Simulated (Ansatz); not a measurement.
## As in Ansatz: the effect of functional

Crystal: As.

```xyz
1
Lattice="2.7037 0.0000 0.0000 0.0000 2.7037 0.0000 0.0000 0.0000 2.7037" Properties=species:S:1:pos:R:3 pbc="T T T"
As    1.3518    1.3518    1.3518
```

This isn't the form of As at room conditions, which is rhombohedral.

Alike in all runs:

```yaml
Program: Ansatz 0.2.0
Task: projected density of states
Potentials_or_basis: Ansatz PAW
k_mesh: 6 × 6 × 6
Occupations: fermi-dirac, width 0.05 eV
Spin: no spin polarisation
```

| functional | cutoff | pressure (GPa) |
| --- | --- | --- |
| LDA | 420 eV (not typed: the program's choice for these potentials) | -2.3 |
| PBEsol | 420 eV (not typed: the program's choice for these potentials) | -1.0 |
| r2SCAN | 500 eV (not typed: the program's choice for these potentials) | ? |
| HSE06 | 420 eV (not typed: the program's choice for these potentials) | -1.2 |
| PBE0 | 420 eV (not typed: the program's choice for these potentials) | -1.7 |
| r2SCAN0 | 500 eV (not typed: the program's choice for these potentials) | -2.5 |

**Question.** What does the run with functional r2SCAN give?

**Answer.** Pressure 0.3 GPa.

Caveats: all runs use coarse meshes; the PAW data sets come from PBE, with cores solved anew for the run's functional, which leaves a small shift of forces and pressure; the density of states is complete only up to the lowest level of the last band computed; the thresholds are loose for stress (some runs).
